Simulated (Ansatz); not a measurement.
# SnSe2: the cost of one run

Computed with Ansatz 0.2.0 (reference: DFT, PBE, plane waves, PAW, unless a step's input says otherwise).

### Step 1. Starting point

The structure is trigonal, space group R3m (No. 160). Conventional cell: a = 3.790 Å, b = 3.790 Å, c = 18.081 Å, α = 90.00°, β = 90.00°, γ = 120.00°. Around Sn (site symmetry 3m) lie 6 Se at 2.77 to 2.78 Å. Se (site symmetry 3m) is surrounded by 3 Sn at 2.78 Å. Se (site symmetry 3m) has 3 Sn at 2.77 Å as nearest neighbours.

Structure file:

```
Sn Se
1.0
     1.89501    1.09409    6.02691
    -1.89501    1.09409    6.02691
     0.00000   -2.18817    6.02691
Sn Se
1 2
Cartesian
  0.0000 0.0000 -0.0041
  0.0000 0.0000 7.7363
  0.0000 0.0000 4.3217
```

### Step 2. Baseline

Contents of input.yaml:

```yaml
crystal:
  lattice:
    - [1.8950116506, 1.0940854866, 6.0269119705]
    - [-1.8950116506, 1.0940854866, 6.0269119705]
    - [0.0, -2.1881709732, 6.0269119705]
  atoms:
    - { symbol: Sn, position: [-0.0002292479, -0.0002292479, -0.0002292479] }
    - { symbol: Se, position: [0.427874702, 0.427874702, 0.427874702] }
    - { symbol: Se, position: [0.2390212128, 0.2390212128, 0.2390212128] }
kpoints:
  mp_grid: { grid: [6, 6, 6] }
hamiltonian:
  xc: pbe
scf:
  occupations: { method: fermi_dirac, width: 0.02 }
  n_extra_bands: 4
output:
  forces: true
  stress: true
  eigenvalues: true
  write_density: true
  write_potential: true
  elf: true
  volumetric_format: npy
```

Run with:

```bash
$ ansatz run input.yaml --threads 4 --pin off --max-ram 3686MiB --backend cpu --events-out ev --progress --plain --runs-dir out
```

What time and memory should one allow on 4 threads of Arm Neoverse N1, shared host?

About 4.5 s, with a peak of 0.38 GiB.
